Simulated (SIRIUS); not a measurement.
# WC (Qusongite) (P-6m2) in SIRIUS: further runs

One crystal, WC (Qusongite), is run at these levels: PBE; tasks: single point.

All numbers are computed with SIRIUS 7.12.0; they aren't measurements. Logs are shortened: lines on timing, memory, paths and dates and some standing lists are left out, and cuts for length are marked. The log counts tension as positive stress, the text compression.

### Step 1. The structure

It takes space group P-6m2 (No. 187, hexagonal). The conventional cell has a = 2.907 Å, b = 2.907 Å, c = 2.837 Å, α = 90.00°, β = 90.00°, γ = 120.00°. W (site symmetry -6m2) is surrounded by 6 C at 2.20 Å. C (site symmetry -6m2) has 6 W at 2.20 Å as nearest neighbours.

### Step 2. Single point, PBE

The input, sirius.json:

```json
{
  "control": {
    "processing_unit": "cpu",
    "std_evp_solver_name": "lapack",
    "gen_evp_solver_name": "lapack",
    "verbosity": 2,
    "print_forces": true,
    "ortho_rf": true,
    "use_second_variation": true,
    "rmt_max": 3.0,
    "num_bands_to_print": 24,
    "save_wf": true
  },
  "parameters": {
    "electronic_structure_method": "full_potential_lapwlo",
    "xc_functionals": ["XC_GGA_X_PBE", "XC_GGA_C_PBE"],
    "core_relativity": "dirac",
    "valence_relativity": "iora",
    "num_fv_states": 25,
    "smearing": "fermi_dirac",
    "smearing_width": 0.0003674932,
    "pw_cutoff": 23,
    "gk_cutoff": 4.44,
    "lmax_apw": 13,
    "lmax_rho": 8,
    "lmax_pot": 8,
    "num_mag_dims": 0,
    "auto_rmt": 0,
    "ngridk": [10, 10, 9],
    "shiftk": [0, 0, 0],
    "num_dft_iter": 80,
    "energy_tol": 1e-07,
    "density_tol": 1e-05,
    "use_symmetry": true
  },
  "settings": {"tol_ne": 1e-10},
  "iterative_solver": {"type": "exact"},
  "mixer": {"type": "anderson", "beta": 0.5, "max_history": 8},
  "unit_cell": {
    "lattice_vectors": [[5.4924889812, 0.0, 0.0], [-2.7462444906, 4.7566349877, 0.0], [0.0, 0.0, 5.3603971251]],
    "atom_types": ["C", "W"],
    "atom_files": {"C": "C.json", "W": "W.json"},
    "atoms": {"C": [[0.6666666667, 0.3333333333, 0.5]], "W": [[0.0, 0.0, 0.0]]}
  }
}
```

The input, C.json:

```json
{
  "name": "carbon",
  "symbol": "C",
  "number": 6,
  "mass": 12.0107,
  "rmin": 1e-06,
  "rmt": 1.53,
  "nrmt": 800,
  "rinf": 14.98,
  "core": "1s",
  "valence": [
    {"basis": [{"enu": 0.32, "dme": 0, "n": 0, "auto": 0}, {"enu": 0.32, "dme": 1, "n": 0, "auto": 0}]},
    {"l": 0, "n": 1, "basis": [{"enu": 0.319, "dme": 0, "n": 0, "auto": 0}]},
    {"l": 1, "n": 2, "basis": [{"enu": 0.42, "dme": 0, "n": 0, "auto": 0}]},
    {"l": 2, "n": 3, "basis": [{"enu": 0.42, "dme": 0, "n": 0, "auto": 0}]},
    {"l": 3, "n": 4, "basis": [{"enu": 0.42, "dme": 0, "n": 0, "auto": 0}]}
  ],
  "lo": [
    {"l": 0, "basis": [{"enu": 0.319, "dme": 0, "n": 0, "auto": 0}, {"enu": 0.319, "dme": 1, "n": 0, "auto": 0}]},
    {"l": 0, "basis": [{"enu": 0.319, "dme": 1, "n": 0, "auto": 0}, {"enu": 0.319, "dme": 2, "n": 0, "auto": 0}]},
    {
      "l": 0,
      "basis": [{"enu": 0.319, "dme": 0, "n": 0, "auto": 0}, {"enu": 5.4452, "dme": 0, "n": 0, "auto": 0}]
    },
    {"l": 1, "basis": [{"enu": 0.42, "dme": 0, "n": 0, "auto": 0}, {"enu": 0.42, "dme": 1, "n": 0, "auto": 0}]},
    {"l": 1, "basis": [{"enu": 0.42, "dme": 1, "n": 0, "auto": 0}, {"enu": 0.42, "dme": 2, "n": 0, "auto": 0}]},
    {"l": 1, "basis": [{"enu": 0.42, "dme": 0, "n": 0, "auto": 0}, {"enu": 6.3152, "dme": 0, "n": 0, "auto": 0}]},
    {"l": 2, "basis": [{"enu": 0.42, "dme": 0, "n": 0, "auto": 0}, {"enu": 0.42, "dme": 1, "n": 0, "auto": 0}]},
    {"l": 2, "basis": [{"enu": 0.42, "dme": 1, "n": 0, "auto": 0}, {"enu": 0.42, "dme": 2, "n": 0, "auto": 0}]},
    {"l": 2, "basis": [{"enu": 0.42, "dme": 0, "n": 0, "auto": 0}, {"enu": 7.0841, "dme": 0, "n": 0, "auto": 0}]},
    {"l": 3, "basis": [{"enu": 0.42, "dme": 0, "n": 0, "auto": 0}, {"enu": 0.42, "dme": 1, "n": 0, "auto": 0}]}
  ],
  "free_atom": [... radial grid and density of the free atom, the start of the SCF ...]
}
```

The input, W.json:

```json
{
  "name": "tungsten",
  "symbol": "W",
  "number": 74,
  "mass": 183.84,
  "rmin": 1e-06,
  "rmt": 2.55,
  "nrmt": 800,
  "rinf": 14.93,
  "core": "1s2s2p3s3p3d4s4p4d",
  "valence": [
    {"basis": [{"enu": 0.32, "dme": 0, "n": 0, "auto": 0}, {"enu": 0.32, "dme": 1, "n": 0, "auto": 0}]},
    {"l": 0, "n": 1, "basis": [{"enu": 0.42, "dme": 0, "n": 0, "auto": 0}]},
    {"l": 1, "n": 2, "basis": [{"enu": 0.42, "dme": 0, "n": 0, "auto": 0}]},
    {"l": 2, "n": 3, "basis": [{"enu": 0.42, "dme": 0, "n": 0, "auto": 0}]},
    {"l": 3, "n": 4, "basis": [{"enu": 0.42, "dme": 0, "n": 0, "auto": 0}]},
    {"l": 4, "n": 5, "basis": [{"enu": 0.42, "dme": 0, "n": 0, "auto": 0}]}
  ],
  "lo": [
    {"l": 0, "basis": [{"enu": 0.42, "dme": 0, "n": 0, "auto": 0}, {"enu": 0.42, "dme": 1, "n": 0, "auto": 0}]},
    {
      "l": 0,
      "basis": [{"enu": -2.3075, "dme": 0, "n": 5, "auto": 1}, {"enu": -2.3075, "dme": 1, "n": 5, "auto": 1}]
    },
    {
      "l": 0,
      "basis": [{"enu": -2.3075, "dme": 1, "n": 5, "auto": 1}, {"enu": 0.42, "dme": 0, "n": 0, "auto": 0}]
    },
    {"l": 0, "basis": [{"enu": 0.42, "dme": 0, "n": 0, "auto": 0}, {"enu": 2.8806, "dme": 0, "n": 0, "auto": 0}]},
    {"l": 1, "basis": [{"enu": 0.42, "dme": 0, "n": 0, "auto": 0}, {"enu": 0.42, "dme": 1, "n": 0, "auto": 0}]},
    {
      "l": 1,
      "basis": [{"enu": -0.9974, "dme": 0, "n": 5, "auto": 1}, {"enu": -0.9974, "dme": 1, "n": 5, "auto": 1}]
    },
    {
      "l": 1,
      "basis": [{"enu": -0.9974, "dme": 1, "n": 5, "auto": 1}, {"enu": 0.42, "dme": 0, "n": 0, "auto": 0}]
    },
    {"l": 1, "basis": [{"enu": 0.42, "dme": 0, "n": 0, "auto": 0}, {"enu": 3.2497, "dme": 0, "n": 0, "auto": 0}]},
    {"l": 2, "basis": [{"enu": 0.42, "dme": 0, "n": 0, "auto": 0}, {"enu": 0.42, "dme": 1, "n": 0, "auto": 0}]},
    {"l": 2, "basis": [{"enu": 0.42, "dme": 1, "n": 0, "auto": 0}, {"enu": 0.42, "dme": 2, "n": 0, "auto": 0}]},
    {"l": 2, "basis": [{"enu": 0.42, "dme": 0, "n": 0, "auto": 0}, {"enu": 2.8191, "dme": 0, "n": 0, "auto": 0}]},
    {"l": 3, "basis": [{"enu": 0.42, "dme": 0, "n": 0, "auto": 0}, {"enu": 0.42, "dme": 1, "n": 0, "auto": 0}]},
    {
      "l": 3,
      "basis": [{"enu": -0.6462, "dme": 0, "n": 4, "auto": 1}, {"enu": -0.6462, "dme": 1, "n": 4, "auto": 1}]
    },
    {
      "l": 3,
      "basis": [{"enu": -0.6462, "dme": 1, "n": 4, "auto": 1}, {"enu": 0.42, "dme": 0, "n": 0, "auto": 0}]
    },
    {"l": 3, "basis": [{"enu": 0.42, "dme": 0, "n": 0, "auto": 0}, {"enu": 3.9879, "dme": 0, "n": 0, "auto": 0}]},
    {"l": 4, "basis": [{"enu": 0.42, "dme": 0, "n": 0, "auto": 0}, {"enu": 0.42, "dme": 1, "n": 0, "auto": 0}]},
    {"l": 4, "basis": [{"enu": 0.42, "dme": 0, "n": 0, "auto": 0}, {"enu": 3.3727, "dme": 0, "n": 0, "auto": 0}]}
  ],
  "free_atom": [... radial grid and density of the free atom, the start of the SCF ...]
}
```

The input, sirius_start.json:

```json
{
  "control": {
    "processing_unit": "cpu",
    "std_evp_solver_name": "lapack",
    "gen_evp_solver_name": "lapack",
    "verbosity": 1,
    "print_forces": false,
    "ortho_rf": true,
    "use_second_variation": true,
    "rmt_max": 3.0,
    "num_bands_to_print": 24,
    "save_wf": false
  },
  "parameters": {
    "electronic_structure_method": "full_potential_lapwlo",
    "xc_functionals": ["XC_LDA_X", "XC_LDA_C_PW"],
    "core_relativity": "dirac",
    "valence_relativity": "iora",
    "num_fv_states": 25,
    "smearing": "fermi_dirac",
    "smearing_width": 0.0055123983,
    "pw_cutoff": 23,
    "gk_cutoff": 3.56,
    "lmax_apw": 13,
    "lmax_rho": 8,
    "lmax_pot": 8,
    "num_mag_dims": 0,
    "auto_rmt": 0,
    "ngridk": [4, 4, 4],
    "shiftk": [0, 0, 0],
    "num_dft_iter": 30,
    "energy_tol": 0.01,
    "density_tol": 0.05,
    "use_symmetry": true
  },
  "settings": {"tol_ne": 1e-10},
  "iterative_solver": {"type": "exact"},
  "mixer": {"type": "anderson", "beta": 0.5, "max_history": 8},
  "unit_cell": {
    "lattice_vectors": [[5.4924889812, 0.0, 0.0], [-2.7462444906, 4.7566349877, 0.0], [0.0, 0.0, 5.3603971251]],
    "atom_types": ["C", "W"],
    "atom_files": {"C": "C.json", "W": "W.json"},
    "atoms": {"C": [[0.6666666667, 0.3333333333, 0.5]], "W": [[0.0, 0.0, 0.0]]}
  }
}
```

Potentials or basis: all-electron FP-LAPW, apw+lo standard.

Run with:

```bash
> OMP_NUM_THREADS=1 sirius.scf --input=sirius_start.json --output=start.json
> OMP_NUM_THREADS=1 sirius.scf --input=sirius.json --output=output.json --task=1
```

The program printed:

```text
[info] SIRIUS version : 7.12.0
[info] number of MPI ranks           : 1
[info] MPI grid                      : 1 1
[info] maximum number of OMP threads : 1
[fft] FFT context for density and potential
[fft] =====================================
[fft]   plane wave cutoff                     : 23
[fft]   grid size                             : 45 45 45   total : 91125
[fft]   grid limits                           : -22 22   -22 22   -22 22
[fft]   number of G-vectors within the cutoff : 28689
[fft]   number of G-shells                    : 1469
[fft] FFT context for coarse grid
[fft] =====================================
[fft]   plane wave cutoff                     : 8.88
[fft]   grid size                             : 18 18 18   total : 5832
[fft]   grid limits                           : -8 9   -8 9   -8 9
[fft]   number of G-vectors within the cutoff : 1653
[fft]   number of G-shells                    : 113
[unit cell] lattice vectors
[unit cell]   a1 :       5.4924889812      0.0000000000      0.0000000000
[unit cell]   a2 :      -2.7462444906      4.7566349877      0.0000000000
[unit cell]   a3 :       0.0000000000      0.0000000000      5.3603971251
[unit cell] reciprocal lattice vectors
[unit cell]   b1 :       1.1439595653      0.6604653630     -0.0000000000
[unit cell]   b2 :       0.0000000000      1.3209307259      0.0000000000
[unit cell]   b3 :       0.0000000000     -0.0000000000      1.1721492196
[unit cell] unit cell volume :       140.04447698 [a.u.^3]
[unit cell] 1/sqrt(omega)    :         0.08450200
[unit cell] MT volume        :        84.45837584 (60.31%)
[unit cell] IT volume        :        55.58610114 (39.69%)
[unit cell] number of atom types : 2
[unit cell] type id : 0 symbol :  C mt_radius :   1.530000 num_atoms : 1
[unit cell] type id : 1 symbol :  W mt_radius :   2.550000 num_atoms : 1
[unit cell] total number of atoms : 2
[unit cell] number of symmetry classes : 2
[unit cell] atom id  type id  class id             position                      vector_field
[unit cell] ------------------------------------------------------------------------------------------
[unit cell]      0        0        0      0.66667   0.33333   0.50000      0.00000   0.00000   0.00000
[unit cell]      1        1        1      0.00000   0.00000   0.00000      0.00000   0.00000   0.00000
[unit cell] atom id         position (Cartesian, a.u.)
[... 414 lines left out ...]
[generate_core_charge_density] atom class : 0
[generate_core_charge_density]   n,l,k : 1 0 1  energy :          -9.23971733
[generate_core_charge_density] atom class : 1
[generate_core_charge_density]   n,l,k : 1 0 1  energy :       -2549.79087232
[generate_core_charge_density]   n,l,k : 2 0 1  energy :        -439.22817498
[generate_core_charge_density]   n,l,k : 2 1 1  energy :        -419.94977755
[generate_core_charge_density]   n,l,k : 2 1 2  energy :        -370.22851227
[generate_core_charge_density]   n,l,k : 3 0 1  energy :        -100.62601332
[generate_core_charge_density]   n,l,k : 3 1 1  energy :         -92.05052014
[generate_core_charge_density]   n,l,k : 3 1 2  energy :         -81.29806910
[generate_core_charge_density]   n,l,k : 3 2 2  energy :         -66.88050374
[generate_core_charge_density]   n,l,k : 3 2 3  energy :         -64.54242153
[... 28 lines left out ...]
[find] valence_eval_sum               :     -13.64522225
[find] core_eval_sum                  :   -9892.78365269
[find] kinetic energy                 :   18252.26517321
[find] enuc                           :  -20262.70670814
[find] <rho|V^{XC}>                   :    -432.72806188
[find] <rho|E^{XC}>                   :    -330.82914629
[find] <mag|B^{XC}>                   :       0.00000000
[find] <rho|V^{H}>                    :  -27725.96598627
[find] smearing (-TS)                 :      -0.00000920
[find] SCF correction                 :       0.00005046
[find] Total energy                   :  -16204.25362389 (Ha),  -32408.50724779 (Ry)
[find] Free energy (E-TS)             :  -16204.25363309 (Ha),  -32408.50726619 (Ry)
[find] band gap (eV)                  :       0.00000000
[find] Efermi                         :       0.51920372
[find] iteration : 7, RMS (target) : 2.9080e-06 (1.0000e-05) , energy difference (target) : -1.6502e-08 (1.0000e-07)
[find] converged after 8 SCF iterations!
Warning in function "check_num_electrons" at src/density/density.cpp:1179
wrong number of electrons
  obtained value : 80
  target value : 80
  difference : 4.27932e-05
  total core leakage : 3.95593e-05
    atom class : 0, core leakage : 3.89056e-05
    atom class : 1, core leakage : 6.53738e-07
[find] Charges and magnetic moments
[find] --------------------------------------------------------------------------------
[find] atom      charge    core leakage
[find] --------------------------------------------------------------------------------
[find]    0    4.542542    3.890559e-05
[find]    1   72.508098    6.537379e-07
[find] total core leakage    : 3.95593312e-05
[find] interstitial charge   : 2.949317
[find] total charge          : 79.999957
[find] Energy
[find] --------------------------------------------------------------------------------
[find] valence_eval_sum               :     -13.64522225
[find] core_eval_sum                  :   -9892.78365269
[find] kinetic energy                 :   18252.26517321
[find] enuc                           :  -20262.70670814
[find] <rho|V^{XC}>                   :    -432.72806188
[find] <rho|E^{XC}>                   :    -330.82914629
[find] <mag|B^{XC}>                   :       0.00000000
[find] <rho|V^{H}>                    :  -27725.96598627
[find] smearing (-TS)                 :      -0.00000920
[find] SCF correction                 :       0.00005046
[find] Total energy                   :  -16204.25362389 (Ha),  -32408.50724779 (Ry)
[find] Free energy (E-TS)             :  -16204.25363309 (Ha),  -32408.50726619 (Ry)
[find] band gap (eV)                  :       0.00000000
[find] Efermi                         :       0.51920372
[ground_state]
[ground_state] ==== total Forces in Ha/bohr =====
[ground_state] atom:    0, force:      -0.0000000      0.0000000      0.0000000
[ground_state] atom:    1, force:       0.0000000     -0.0000000      0.0000000
[ground_state] ==== contribution from density =====
[ground_state] atom:    0, force:       0.0000000      0.0000000      0.0000000
[ground_state] atom:    1, force:       0.0000000     -0.0000000      0.0000000
[ground_state] ==== contribution from Hartree potential =====
[ground_state] atom:    0, force:      -0.0000000      0.0000000      0.0000000
[ground_state] atom:    1, force:       0.0000000      0.0000000      0.0000000
[ground_state] ==== contribution from IBS =====
[ground_state] atom:    0, force:       0.0000000      0.0000000      0.0000000
[ground_state] atom:    1, force:       0.0000000     -0.0000000      0.0000000
```

Wall time 1.8 min (1 thread of Arm Neoverse V2, shared host); peak memory 0.68 GiB.

Results:

| Quantity | Value |
| --- | --- |
| Free energy | -440940.2044 eV |
| Band gap on the k mesh | none (metal or under the smearing width) |
| All electrons inside the program's atomic spheres | W 72.51; C 4.54 (radii C 1.53, W 2.55 bohr) |

Levels at points of the mesh, in eV from the Fermi level:
| k point | band 13 | band 14 | band 15 | band 16 | band 17 | band 18 | band 19 | band 20 |
| --- | --- | --- | --- | --- | --- | --- | --- | --- |
| (0.00, 0.00, 0.00) | -4.32 | -3.35 | -3.35 | 0.07 | 3.23 | 3.23 | 5.60 | 5.60 |
| (0.50, 0.00, 0.00) | -7.04 | -3.64 | -3.58 | -0.48 | 2.33 | 4.53 | 4.87 | 6.85 |

### Step 3. Single point, PBE

sirius.json, as its differences from that of step 2:

```diff
@@ -20,3 +20,3 @@
     "smearing": "fermi_dirac",
-    "smearing_width": 0.0003674932,
+    "smearing_width": 0.0011024797,
     "pw_cutoff": 23,
```

C.json is that of step 2.

W.json is that of step 2.

sirius_start.json is that of step 2.

Potentials or basis: all-electron FP-LAPW, apw+lo standard.

Run with:

```bash
> OMP_NUM_THREADS=1 sirius.scf --input=sirius_start.json --output=start.json
> OMP_NUM_THREADS=1 sirius.scf --input=sirius.json --output=output.json --task=1
```

It took 1.9 min on 1 thread of Arm Neoverse V2, shared host; peak memory 0.68 GiB.

The run converged. Its results:

```
Free energy                                       : -440940.2050 eV
Band gap on the k mesh                            : none (metal or under the smearing width)
All electrons inside the program's atomic spheres : W 72.51; C 4.54 (radii C 1.53, W 2.55 bohr)
```

Levels at points of the mesh, in eV from the Fermi level:
```tsv
k point	band 13	band 14	band 15	band 16	band 17	band 18	band 19	band 20
(0.00, 0.00, 0.00)	-4.31	-3.34	-3.34	0.08	3.24	3.24	5.61	5.61
(0.50, 0.00, 0.00)	-7.03	-3.63	-3.57	-0.47	2.34	4.54	4.88	6.86
```

Spin-orbit coupling is left out, which matters for the levels of W.

### Step 4. Single point, PBE

sirius.json, as its differences from that of step 3:

```diff
@@ -20,3 +20,3 @@
     "smearing": "fermi_dirac",
-    "smearing_width": 0.0011024797,
+    "smearing_width": 0.0036749322,
     "pw_cutoff": 23,
```

C.json is that of step 3.

W.json is that of step 3.

sirius_start.json is that of step 3.

Run with:

```bash
> OMP_NUM_THREADS=1 sirius.scf --input=sirius_start.json --output=start.json
> OMP_NUM_THREADS=1 sirius.scf --input=sirius.json --output=output.json --task=1
```

Wall time 1.9 min (1 thread of Arm Neoverse V2, shared host); peak memory 0.68 GiB.

Results (log left out):

```yaml
Free_energy: -440940.2084 eV
Band_gap_on_the_k_mesh: none (metal or under the smearing width)
All_electrons_inside_the_program's_atomic_spheres: W 72.51; C 4.54 (radii C 1.53, W 2.55 bohr)
```

Levels at points of the mesh, in eV from the Fermi level:
```tsv
k point	band 13	band 14	band 15	band 16	band 17	band 18	band 19	band 20
(0.00, 0.00, 0.00)	-4.32	-3.35	-3.35	0.07	3.22	3.22	5.60	5.60
(0.50, 0.00, 0.00)	-7.04	-3.64	-3.58	-0.48	2.33	4.52	4.87	6.85
```

The run has no spin-orbit coupling, so splittings on W are missing.

### Step 5. Single point, PBE

sirius.json, as its differences from that of step 4:

```diff
@@ -20,3 +20,3 @@
     "smearing": "fermi_dirac",
-    "smearing_width": 0.0036749322,
+    "smearing_width": 0.0073498644,
     "pw_cutoff": 23,
```

C.json is that of step 4.

W.json is that of step 4.

sirius_start.json is that of step 4.

Run with:

```bash
> OMP_NUM_THREADS=1 sirius.scf --input=sirius_start.json --output=start.json
> OMP_NUM_THREADS=1 sirius.scf --input=sirius.json --output=output.json --task=1
```

Run time: 1.9 min. Hardware: 1 thread of Arm Neoverse V2, shared host; peak memory 0.68 GiB.

It converged, with:

```
Free energy                                       : -440940.2223 eV
Band gap on the k mesh                            : none (metal or under the smearing width)
All electrons inside the program's atomic spheres : W 72.51; C 4.54 (radii C 1.53, W 2.55 bohr)
```

Levels at points of the mesh, in eV from the Fermi level:
```tsv
k point	band 12	band 13	band 14	band 15	band 16	band 17	band 18	band 19	band 20	band 21
(0.00, 0.00, 0.00)	-14.54	-4.40	-3.43	-3.43	-0.01	3.15	3.15	5.52	5.52	6.29
(0.50, 0.00, 0.00)	-11.19	-7.12	-3.71	-3.66	-0.56	2.26	4.45	4.79	6.77	9.56
```

Spin-orbit coupling is left out, which matters for the levels of W.

[end of part 1 of 2]
